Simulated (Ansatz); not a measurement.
Li3N:
```
CELL_PARAMETERS angstrom
      3.60714     0.00000     0.00000
     -1.80357     3.12387     0.00000
      0.00000     0.00000     3.84463
ATOMIC_POSITIONS crystal
  Li 0.00000 0.00000 0.50000
  Li 0.33333 0.66667 0.00000
  Li 0.66667 0.33333 0.00000
  N  0.00000 0.00000 0.00000
```

Relaxed with PBEsol. Special points in fractions of this cell's reciprocal vectors: Γ (0.000, 0.000, 0.000); M (0.500, 0.000, 0.000); K (0.333, 0.333, 0.000); A (0.000, 0.000, 0.500); L (0.500, 0.000, 0.500); H (0.333, 0.333, 0.500).

Task: List the band energies nearest the valence-band maximum at these points for the program Ansatz at the PBEsol level (PAW).

Result: In eV from the valence-band maximum; about four levels below and three above (degenerate sets whole), none deeper than 8.9 eV; points with the same levels are listed once.

```tsv
k	below	above
Γ	-1.61 -0.21 -0.21	1.09 7.32 7.32
M	-2.35 -1.26 -0.78	4.54 4.70 7.04
K	-2.00 -2.00 -0.67	5.28 5.28 7.39
A	-2.77 0.00 0.00	4.01 6.88 8.14 8.14
L	-1.42 -0.96 -0.69	1.11 5.97 7.93
H	-1.31 -1.31 -0.38	2.38 2.38 9.35
```

Space group P6/mmm. The cell was relaxed with PBEsol under the symmetry of its start. At this level the phase is dynamically unstable (imaginary phonons).

Potentials: the later of the program's two PAW sets.
